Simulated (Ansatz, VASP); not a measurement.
**Te in VASP and in Ansatz**

Contents of POSCAR:

```
Te
1.0
    5.2232600000      0.0000000000      0.0000000000
    0.0000000000      5.2232600000      0.0000000000
    0.0000000000      0.0000000000      5.2232600000
Te
4
Direct
    0.8750000000      0.1250000000      0.6250000000
    0.3750000000      0.3750000000      0.3750000000
    0.1250000000      0.6250000000      0.8750000000
    0.6250000000      0.8750000000      0.1250000000
```

The input INCAR.step1:

```
SYSTEM = Te
  ALGO = Normal
  EDIFF = 1E-5
  ENCUT = 520
  GGA = PE
  ISIF = 2
  ISMEAR = -1
  LASPH = .True.
  LCHARG = .False.
  LREAL = .False.
  LWAVE = .True.
  NELM = 80
  PREC = Accurate
  SIGMA = 0.05
```

Contents of INCAR.step2:

```
SYSTEM = Te
  AEXX = 0.4
  ALGO = Normal
  EDIFF = 1E-6
  ENCUT = 520
  GGA = PE
  HFSCREEN = 0.2
  ISIF = 2
  ISMEAR = -1
  ISTART = 1
  LASPH = .True.
  LCHARG = .False.
  LHFCALC = .True.
  LREAL = .False.
  LWAVE = .False.
  NELM = 80
  PREC = Accurate
  PRECFOCK = Fast
  SIGMA = 0.05
```

KPOINTS

```
k-points
0
Gamma
  3 3 3
  0 0 0
```

input.yaml

```yaml
crystal:
  lattice:
    - [5.22326, 0.0, 0.0]
    - [0.0, 5.22326, 0.0]
    - [0.0, 0.0, 5.22326]
  atoms:
    - { symbol: Te, position: [0.875, 0.125, 0.625] }
    - { symbol: Te, position: [0.375, 0.375, 0.375] }
    - { symbol: Te, position: [0.125, 0.625, 0.875] }
    - { symbol: Te, position: [0.625, 0.875, 0.125] }
hamiltonian:
  xc: { exchange: pbe, correlation: pbe, exx: { coeff: 0.4, omega: 0.2 } }
  pseudopotentials: { kind: paw }
kpoints:
  mp_grid: { grid: [3, 3, 3] }
scf:
  occupations: { method: fermi_dirac, width: 0.05 }
output:
  forces: true
  stress: true
  eigenvalues: true
```

The cell was built by a generator and needn't be a form met in nature.

Alike in both runs: task single point; functional HSE(alpha, omega); k mesh 3 × 3 × 3; occupations fermi-dirac, width 0.05 eV; no spin polarisation.

|  | VASP | Ansatz |
| --- | --- | --- |
| version | VASP 6.6.1 | Ansatz 0.2.0 |
| potentials or method | VASP PAW PBE potentials, release 64 (Te) | Ansatz PAW |
| plane-wave cutoff (eV) | 520 | 420 |
| valence electrons in the cell | 24 | 64 |

|  | VASP | Ansatz | Ansatz less VASP |
| --- | --- | --- | --- |
| gap on the k mesh at the Fermi level (eV) | 0.51 | 0.50 | -0.007 |
| least direct gap on the mesh (eV) | 1.09 | 1.08 | -0.007 |
| pressure (GPa) | -3.6 | -2.7 | +0.87 |

The functional is the same, so the differences come from potentials, cutoffs and numerics. The two sets of potentials don't hold the same shells in valence.

Caveats: spin-orbit coupling is left out, which moves the levels of the heavy elements; the PAW data sets were made with another functional, which shifts forces and pressure a little (VASP); an odd mesh through Γ misses points on the zone boundary, where band edges often lie (VASP); odd divisions of the mesh miss points on the zone boundary, where band edges often lie, so the gap on the mesh can be too wide (Ansatz); the PAW data sets come from PBE, with cores solved anew for the run's functional, which leaves a small shift of forces and pressure (Ansatz); the thresholds are loose for stress (Ansatz).
